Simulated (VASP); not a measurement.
Wanted: the native input for a VASP 6.6.1 run.

| Property | Result |
| --- | --- |
| Task | single point |
| Functional | PBE |
| Dispersion | D3(BJ) |
| Potentials or basis | VASP PAW PBE potentials, release 64 (Tl_d, Cl) |
| Cutoff | 520 eV |
| k mesh | 8 × 8 × 8 |
| Occupations | gaussian, width 0.02 eV |
| Spin | no spin polarisation |
| Dipole correction | no |
| Further INCAR settings | ALGO = Normal; EDIFF = 1e-06; NBANDS = 17 |

The structure of TlCl lies in POSCAR:

```
TlCl
1.0
    3.9176797104      0.0000000000      0.0000000000
    0.0000000000      3.9176797104      0.0000000000
    0.0000000000      0.0000000000      3.9176797104
Tl Cl
1 1
Direct
    0.0000000000      0.0000000000      0.0000000000
    0.5000000000      0.5000000000      0.5000000000
```

These files were run (other wordings do the same):

INCAR

```
  PREC = Accurate
  ENCUT = 520
  EDIFF = 1E-6
  ISMEAR = 0
  SIGMA = 0.02
  LREAL = F
  LASPH = T
  NELM = 60
  ALGO = Normal
  ISIF = 2
  LWAVE = F
  LCHARG = F
  GGA = PE
  IVDW = 12
  NBANDS = 17
```

KPOINTS

```
Automatic mesh
0
Gamma
  8 8 8
```

Potentials or basis: VASP PAW PBE potentials, release 64 (Tl_d, Cl).

Run with:

```sh
$ cat potpaw_PBE.64/Tl_d/POTCAR potpaw_PBE.64/Cl/POTCAR > POTCAR
$ mpirun -np 1 vasp_std > vasp.out
```

Results of the run:

```
Pressure                   : -0.1 GPa
Band gap on the k mesh     : 2.24 eV, direct
Dispersion energy per atom : -0.268 eV
```

Caveat: spin-orbit coupling is left out, which as a rule narrows the gap of such compounds by several tenths of an eV.

Run time: 16 s on 1 thread of Intel(R) Xeon(R) 6975P-C (Granite Rapids) (shared host), peak memory 0.19 GiB.
